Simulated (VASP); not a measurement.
# Mn (Pm-3n) in VASP: a series of runs

The runs below take Mn through single point, with PBEsol.

Everything below comes from runs of VASP 6.6.1. Logs are shortened: lines on timing, memory, paths and dates and some standing lists are left out, and cuts for length are marked.

### Step 1. Starting point

It takes space group Pm-3n (No. 223, cubic). The conventional cell has a = 4.367 Å, b = 4.367 Å, c = 4.367 Å, α = 90.00°, β = 90.00°, γ = 90.00°. Mn (site symmetry m-3) is surrounded by 12 Mn at 2.44 Å. Mn (site symmetry -4m2) is surrounded by 6 Mn at 2.18 to 2.44 Å.

The cell was built by a generator and needn't be a form met in nature.

### Step 2. Single point, PBEsol, collinear spin, typed start

Input file INCAR:

```
ALGO     = Fast           # electronic algorithm
EDIFF    = 1E-6           # SCF threshold, eV
ENCUT    = 520            # plane-wave cutoff, eV
GGA      = PS             # functional
ISIF     = 2              # what is computed and relaxed
ISMEAR   = 0              # smearing method
ISPIN    = 2              # spin polarisation
LASPH    = T              # aspherical terms in the spheres
LCHARG   = T              # write CHGCAR
LELF     = T              # ELF
LMAXMIX  = 4              # l up to which the mixer works
LORBIT   = 11             # projections on sites
LREAL    = F              # projectors in reciprocal space
LVHAR    = T            
LWAVE    = F              # write WAVECAR
MAGMOM   = 1.41 1.41 0.93 0.93 0.93 0.93 0.93 0.93 # initial moments
NBANDS   = 66             # bands
NELM     = 150            # most SCF steps
PREC     = Accurate       # precision mode
SIGMA    = 0.1            # smearing width, eV
```

Input file KPOINTS:

```
k-points
0
Gamma
  4 4 4
```

Input file POSCAR:

```
Mn
1.0
    4.3673267978      0.0000000000      0.0000000000
    0.0000000000      4.3673267978      0.0000000000
    0.0000000000      0.0000000000      4.3673267978
Mn
8
Direct
    0.5000000000      0.5000000000      0.5000000000
    0.0000000000      0.0000000000      0.0000000000
    0.2500000000      0.0000000000      0.5000000000
    0.5000000000      0.2500000000      0.0000000000
    0.5000000000      0.7500000000      0.0000000000
    0.7500000000      0.0000000000      0.5000000000
    0.0000000000      0.5000000000      0.7500000000
    0.0000000000      0.5000000000      0.2500000000
```

Potentials or basis: VASP PAW PBE potentials, release 64 (Mn_pv).

The run is started by

```bash
cat potpaw_PBE.64/Mn_pv/POTCAR > POTCAR
mpirun -np 1 vasp_std > vasp.out
```

OUTCAR:

```text
EDIFF = 1E-6
   ENCUT = 520
   GGA = PS
   ISIF = 2
   ISMEAR = 0
   ISPIN = 2
   LASPH = T
   LORBIT = 11
   LREAL = F
   NELM = 150
   PREC = Accurate

 ion  position               nearest neighbor table
   1  0.500  0.500  0.500-   3 2.44   4 2.44   5 2.44   6 2.44   7 2.44   8 2.44   4 2.44   5 2.44
                             3 2.44   6 2.44   7 2.44   8 2.44
   2  0.000  0.000  0.000-   3 2.44   4 2.44   5 2.44   6 2.44   7 2.44   8 2.44   3 2.44   6 2.44
                             7 2.44   8 2.44   4 2.44   5 2.44
   3  0.250  0.000  0.500-   6 2.18   6 2.18   1 2.44   2 2.44   1 2.44   2 2.44   8 2.67   5 2.67
                             4 2.67   5 2.67   4 2.67   7 2.67   8 2.67   7 2.67
   4  0.500  0.250  0.000-   5 2.18   5 2.18   1 2.44   1 2.44   2 2.44   2 2.44   8 2.67   3 2.67
                             3 2.67   6 2.67   6 2.67   7 2.67   7 2.67   8 2.67
   5  0.500  0.750  0.000-   4 2.18   4 2.18   1 2.44   1 2.44   2 2.44   2 2.44   8 2.67   3 2.67
                             3 2.67   6 2.67   6 2.67   7 2.67   7 2.67   8 2.67
   6  0.750  0.000  0.500-   3 2.18   3 2.18   1 2.44   2 2.44   1 2.44   2 2.44   8 2.67   4 2.67
                             4 2.67   5 2.67   5 2.67   7 2.67   8 2.67   7 2.67
   7  0.000  0.500  0.750-   8 2.18   8 2.18   1 2.44   2 2.44   2 2.44   1 2.44   3 2.67   4 2.67
                             5 2.67   3 2.67   6 2.67   6 2.67   4 2.67   5 2.67
   8  0.000  0.500  0.250-   7 2.18   7 2.18   1 2.44   2 2.44   2 2.44   1 2.44   3 2.67   4 2.67
                             5 2.67   3 2.67   6 2.67   6 2.67   4 2.67   5 2.67

  LATTYP: Found a simple cubic cell.
 ALAT       =     4.3673267978

  Lattice vectors:

 A1 = (   4.3673267978,   0.0000000000,   0.0000000000)
 A2 = (   0.0000000000,   4.3673267978,   0.0000000000)
 A3 = (   0.0000000000,   0.0000000000,   4.3673267978)

Analysis of symmetry for initial positions (statically):
=====================================================================
 Subroutine PRICEL returns:
 Original cell was already a primitive cell.

 Routine SETGRP: Setting up the symmetry group for a
 simple cubic supercell.

 Subroutine GETGRP returns: Found 48 space group operations
 (whereof 24 operations were pure point group operations)
 out of a pool of 48 trial point group operations.

The static configuration has the point symmetry T_h .
 The point group associated with its full space group is O_h .

Analysis of symmetry for dynamics (positions and initial velocities):
=====================================================================
 Subroutine PRICEL returns:
 Original cell was already a primitive cell.

 Routine SETGRP: Setting up the symmetry group for a
 simple cubic supercell.

 Subroutine GETGRP returns: Found 48 space group operations
 (whereof 24 operations were pure point group operations)
 out of a pool of 48 trial point group operations.

The dynamic configuration has the point symmetry T_h .
 The point group associated with its full space group is O_h .

Analysis of structural, dynamic, and magnetic symmetry:
=====================================================================
 Subroutine PRICEL returns:
 Original cell was already a primitive cell.

 Routine SETGRP: Setting up the symmetry group for a
 simple cubic supercell.

 Subroutine GETGRP returns: Found 48 space group operations
 (whereof 24 operations were pure point group operations)
 out of a pool of 48 trial point group operations.

The overall configuration has the point symmetry T_h .
 The point group associated with its full space group is O_h .

 Subroutine INISYM returns: Found 48 space group operations
 (whereof 24 operations are pure point group operations),
 and found     1 'primitive' translations

----------------------------------------------------------------------------------------

                                     Primitive cell

  volume of cell :      83.3004

  direct lattice vectors                    reciprocal lattice vectors
     4.367326798  0.000000000  0.000000000     0.228973019  0.000000000  0.000000000
     0.000000000  4.367326798  0.000000000     0.000000000  0.228973019  0.000000000
     0.000000000  0.000000000  4.367326798     0.000000000  0.000000000  0.228973019

  length of vectors
     4.367326798  4.367326798  4.367326798     0.228973019  0.228973019  0.228973019

  position of ions in fractional coordinates (direct lattice)
     0.500000000  0.500000000  0.500000000
     0.000000000  0.000000000  0.000000000
     0.250000000  0.000000000  0.500000000
     0.500000000  0.250000000  0.000000000
[... 67 lines left out ...]
   LNONCOLLINEAR =      F non collinear calculations
   LSORBIT =      F    spin-orbit coupling
   LASPH  =      T    aspherical Exc in radial PAW
   ENCUT  =  520.0 eV  38.22 Ry    6.18 a.u.   8.12  8.12  8.12*2*pi/ulx,y,z
   NELM   =    150;   NELMIN=  2; NELMDL= -5     # of ELM steps
   EDIFF  = 0.1E-05   stopping-criterion for ELM
   LREAL  =      F    real-space projection
   EDIFFG = 0.1E-04   stopping-criterion for IOM
   NSW    =      0    number of steps for IOM
   IBRION =     -1    ionic relax: 0-MD 1-quasi-New 2-CG
   NFREE  =      0    steps in history (QN), initial steepest desc. (CG)
   ISIF   =      2    stress and relaxation
   ISYM   =      2    0-nonsym 1-usesym 2-fastsym
   POTIM  = 0.5000    time-step for ionic-motion
   TEBEG  =    0.0;   TEEND  =   0.0 temperature during run
   PSTRESS=    0.0 pullay stress
   NELECT =     104.0000    total number of electrons
   NUPDOWN=      -1.0000    fix difference up-down
   EMIN   =  10.00;   EMAX   =-10.00  energy-range for DOS
   EFERMI =   0.00;   METHOD = LEGACY
   ISMEAR =     0;   SIGMA  =   0.10  broadening in eV -4-tet -1-fermi 0-gaus
   EFERMI_NEDOS =   21; number of points for ismear=-14 and -15
   IALGO  =     68    algorithm
   IMIX   =      4    mixing-type and parameters
     AMIX     =   0.40;   BMIX     =  1.00
     AMIX_MAG =   1.60;   BMIX_MAG =  1.00
  volume/ion in A,a.u.               =      10.41        70.27
  Fermi-wavevector in a.u.,A,eV,Ry     =   1.762802  3.331213 42.279718  3.107472
  Thomas-Fermi vector in A             =   2.831103
   LORBIT       =     11    0 simple, 1 ext, 2 COOP (PROOUT), +10 PAW based schemes
   GGA     = PS    functional components
   LHFCALC =     F    Hartree Fock is set to
   AEXX    =    0.0000 exact exchange contribution
   IVDW    =     0    specifies the selected vdW correction
   LEPSILON=     F    determine dielectric tensor
   LRPA    =     F    only Hartree local field effects (RPA)
 spin polarized calculation
 RMM-DIIS sequential band-by-band and
 Gauss-broadening in eV      SIGMA  =   0.10
  energy-cutoff  :      520.00
  volume of cell :       83.30
 maximum number of plane-waves:      2272
   NGX = 17   NGY = 17   NGZ = 17

 number of electron     104.0000036 magnetization       2.9962741

 Free energy of the ion-electron system (eV)
  ---------------------------------------------------
  ext. energy  EPLUGINS =         0.00000000
  ---------------------------------------------------
  free energy    TOTEN  =       -77.60144549 eV

  energy without entropy =      -77.53843880  energy(sigma->0) =      -77.56994214

 E-fermi :  10.9912     XC(G=0): -14.3721

 val. band max:       10.9907184904   @ k =   0.2500   0.2500   0.2500
 cond. band min:      11.0159177738   @ k =   0.5000   0.2500   0.0000
 fundamental gap:      0.0251992834
 Fermi energy:        10.9911573050

 spin component 1

 k-point     1 :       0.0000    0.0000    0.0000
  band No.  band energies     occupation
      1     -37.9372      1.00000
      2     -37.9372      1.00000
      3     -37.8331      1.00000
      4     -37.6491      1.00000
      5     -37.6491      1.00000
      6     -37.6491      1.00000
[... 659 lines left out ...]
     63      12.0453      0.00000
     64      12.0453      0.00000
 Fermi energy:        10.9911573050

 spin component 2

 k-point     1 :       0.0000    0.0000    0.0000
  band No.  band energies     occupation
      1     -37.6228      1.00000
      2     -37.6228      1.00000
      3     -37.5174      1.00000
      4     -37.2257      1.00000
      5     -37.2257      1.00000
      6     -37.2257      1.00000
[... 659 lines left out ...]
     63      12.4084      0.00000
     64      12.4084      0.00000
 [bands above 64 left out]

------------------------ aborting loop because EDIFF is reached ----------------------------------------

  FORCE on cell =-STRESS in cart. coord.  units (eV):
  Direction    XX          YY          ZZ          XY          YZ          ZX
  --------------------------------------------------------------------------------------
  -------------------------------------------------------------------------------------
  Total        0.5074250      0.5074250      0.5074250      0.0000000      0.0000000     -0.0000000
  in kB        9.7596747      9.7596747      9.7596747      0.0000000      0.0000000     -0.0000000
  external PRESSURE =       9.7596747 kB  Pullay stress =       0.0000000 kB

 VOLUME and BASIS-vectors are now :
 -----------------------------------------------------------------------------
  energy-cutoff  :      520.00
  volume of cell :       83.30
      direct lattice vectors                 reciprocal lattice vectors
     4.367326798  0.000000000  0.000000000     0.228973019  0.000000000  0.000000000
     0.000000000  4.367326798  0.000000000     0.000000000  0.228973019  0.000000000
     0.000000000  0.000000000  4.367326798     0.000000000  0.000000000  0.228973019

 POSITION                                       TOTAL-FORCE (eV/Angst)
 -----------------------------------------------------------------------------------
      2.18366      2.18366      2.18366         0.000000     -0.000000      0.000000
      0.00000      0.00000      0.00000         0.000000     -0.000000      0.000000
      1.09183      0.00000      2.18366         0.000000      0.000000      0.000000
      2.18366      1.09183      0.00000        -0.000000      0.000000     -0.000000
      2.18366      3.27550      0.00000         0.000000     -0.000000     -0.000000
      3.27550      0.00000      2.18366        -0.000000      0.000000     -0.000000
      0.00000      2.18366      3.27550         0.000000      0.000000     -0.000000
      0.00000      2.18366      1.09183        -0.000000     -0.000000      0.000000
 -----------------------------------------------------------------------------------
    total drift:                                0.000000     -0.000000      0.000000

  FREE ENERGIE OF THE ION-ELECTRON SYSTEM (eV)
  ---------------------------------------------------
  free  energy   TOTEN  =       -77.6014454850 eV

  energy  without entropy=      -77.5384388043  energy(sigma->0) =      -77.56994214

 total charge

# of ion       s       p       d       tot
------------------------------------------
    1        0.449   6.454   5.191  12.094
    2        0.449   6.454   5.191  12.094
    3        0.436   6.434   5.199  12.069
    4        0.436   6.434   5.199  12.069
    5        0.436   6.434   5.199  12.069
    6        0.436   6.434   5.199  12.069
    7        0.436   6.434   5.199  12.069
    8        0.436   6.434   5.199  12.069
--------------------------------------------------
tot          3.514  51.511  41.575  96.600

 magnetization (x)

# of ion       s       p       d       tot
------------------------------------------
    1       -0.002  -0.001   0.457   0.454
    2       -0.002  -0.001   0.457   0.454
    3       -0.002  -0.003   0.346   0.341
    4       -0.002  -0.003   0.346   0.341
    5       -0.002  -0.003   0.346   0.341
    6       -0.002  -0.003   0.346   0.341
    7       -0.002  -0.003   0.346   0.341
    8       -0.002  -0.003   0.346   0.341
--------------------------------------------------
tot         -0.016  -0.020   2.991   2.954
```

Run time: 1.8 min. Hardware: 1 thread of AMD EPYC 7R13 (Zen 3), shared host; peak memory 0.21 GiB.

Results:

- Free energy: -77.6014 eV
- Pressure: 1.0 GPa
- Band gap on the k mesh: none (metal or under the smearing width)
- Net moment: 3.00 μB per cell
- Site moments: Mn +0.45, +0.34 μB
- Valence electrons inside the program's atomic spheres: Mn 12.09, 12.07

Caveat: the PAW data sets were made with another functional, which shifts forces and pressure a little.

### Step 3. Single point, PBEsol

This run uses another cell than the first one: it holds 4 atoms, not 8.

Input file INCAR:

```
SYSTEM = Mn
PREC = Accurate ; ENCUT = 520
EDIFF = 1E-6 ; ISMEAR = 0
SIGMA = 0.1 ; LREAL = .False.
LASPH = .True. ; NELM = 100
ALGO = Fast ; ISIF = 2
LWAVE = .False. ; LCHARG = .False.
GGA = PS ; NBANDS = 34
```

Input file KPOINTS:

```
regular mesh
0
Gamma
  21 21 6
  0 0 0
```

Input file POSCAR:

```
Mn
1.0
    2.4534177585      0.0000000000      0.0000000000
   -1.2267088793      2.1247221049      0.0000000000
    0.0000000000      0.0000000000      7.9179604738
Mn
4
Direct
    0.0000000000      0.0000000000      0.0000000000
    0.0000000000      0.0000000000      0.5000000000
    0.3333333333      0.6666666667      0.7500000000
    0.6666666667      0.3333333333      0.2500000000
```

Potentials or basis: VASP PAW PBE potentials, release 64 (Mn_pv).

The run is started by

```bash
cat potpaw_PBE.64/Mn_pv/POTCAR > POTCAR
mpirun -np 1 vasp_std > vasp.out
```

OUTCAR:

```text
SYSTEM = Mn
   PREC = Accurate
   ENCUT = 520
   EDIFF = 1E-6
   ISMEAR = 0
   LREAL = .False.
   LASPH = .True.
   NELM = 100
   ISIF = 2
   GGA = PS

 ion  position               nearest neighbor table
   1  0.000  0.000  0.000-   3 2.43   4 2.43   3 2.43   4 2.43   4 2.43   3 2.43
   2  0.000  0.000  0.500-   3 2.43   4 2.43   3 2.43   4 2.43   4 2.43   3 2.43
   3  0.333  0.667  0.750-   1 2.43   2 2.43   1 2.43   2 2.43   1 2.43   2 2.43
   4  0.667  0.333  0.250-   1 2.43   2 2.43   1 2.43   2 2.43   1 2.43   2 2.43

  LATTYP: Found a hexagonal cell.
 ALAT       =     2.4534177585
 C/A-ratio  =     3.2273184811

  Lattice vectors:

 A1 = (   2.4534177585,   0.0000000000,   0.0000000000)
 A2 = (  -1.2267088793,   2.1247221049,   0.0000000000)
 A3 = (   0.0000000000,   0.0000000000,   7.9179604738)

Analysis of symmetry for initial positions (statically):
=====================================================================
 Subroutine PRICEL returns:
 Original cell was already a primitive cell.

 Routine SETGRP: Setting up the symmetry group for a
 hexagonal supercell.

 Subroutine GETGRP returns: Found 24 space group operations
[... 173 lines left out ...]
 E-fermi :  10.8488     XC(G=0): -14.4377

 val. band max:       10.8410089824   @ k =   0.2857   0.0000   0.0000
 cond. band min:      10.8489013440   @ k =   0.3333   0.2857   0.0000
 fundamental gap:      0.0078923616
 Fermi energy:        10.8488024982

 k-point     1 :       0.0000    0.0000    0.0000
  band No.  band energies     occupation
      1     -37.4308      2.00000
      2     -37.0278      2.00000
      3     -36.9476      2.00000
      4     -36.6516      2.00000
      5     -36.6516      2.00000
      6     -36.5962      2.00000
[... 877 lines left out ...]
     33      12.4038      0.00000
     34      12.8709      0.00000

 [... further k-points ...]

------------------------ aborting loop because EDIFF is reached ----------------------------------------

  FORCE on cell =-STRESS in cart. coord.  units (eV):
  Direction    XX          YY          ZZ          XY          YZ          ZX
  --------------------------------------------------------------------------------------
  -------------------------------------------------------------------------------------
  Total       -0.0084413     -0.0084413     -0.0398889      0.0000000      0.0000000      0.0000000
  in kB       -0.3276689     -0.3276689     -1.5483737      0.0000000      0.0000000      0.0000000
  external PRESSURE =      -0.7345705 kB  Pullay stress =       0.0000000 kB

 VOLUME and BASIS-vectors are now :
 -----------------------------------------------------------------------------
  energy-cutoff  :      520.00
  volume of cell :       41.27
      direct lattice vectors                 reciprocal lattice vectors
     2.453417759  0.000000000  0.000000000     0.407594669  0.235324892  0.000000000
    -1.226708879  2.124722105  0.000000000     0.000000000  0.470649784  0.000000000
     0.000000000  0.000000000  7.917960474     0.000000000  0.000000000  0.126295149

 POSITION                                       TOTAL-FORCE (eV/Angst)
 -----------------------------------------------------------------------------------
      0.00000      0.00000      0.00000        -0.000000      0.000000      0.000000
      0.00000      0.00000      3.95898        -0.000000      0.000000      0.000000
     -0.00000      1.41648      5.93847         0.000000      0.000000     -0.000000
      1.22671      0.70824      1.97949         0.000000      0.000000      0.000000
 -----------------------------------------------------------------------------------
    total drift:                               -0.000000      0.000000      0.000000

  FREE ENERGIE OF THE ION-ELECTRON SYSTEM (eV)
  ---------------------------------------------------
  free  energy   TOTEN  =       -38.8415003088 eV

  energy  without entropy=      -38.8181124668  energy(sigma->0) =      -38.82980639
```

It took 3.8 min on 1 thread of Intel Xeon Platinum 8488C (Sapphire Rapids), shared host; peak memory 0.29 GiB.

What came out:

```yaml
Free_energy: -38.8415 eV
Pressure: -0.1 GPa
Band_gap_on_the_k_mesh: none (metal or under the smearing width)
```

Caveat: the PAW data sets were made with another functional, which shifts forces and pressure a little; the run has no spin polarisation, though such a crystal can be magnetic. Spin polarisation is off, so any magnetic state and its effect on volume and gap are missing.
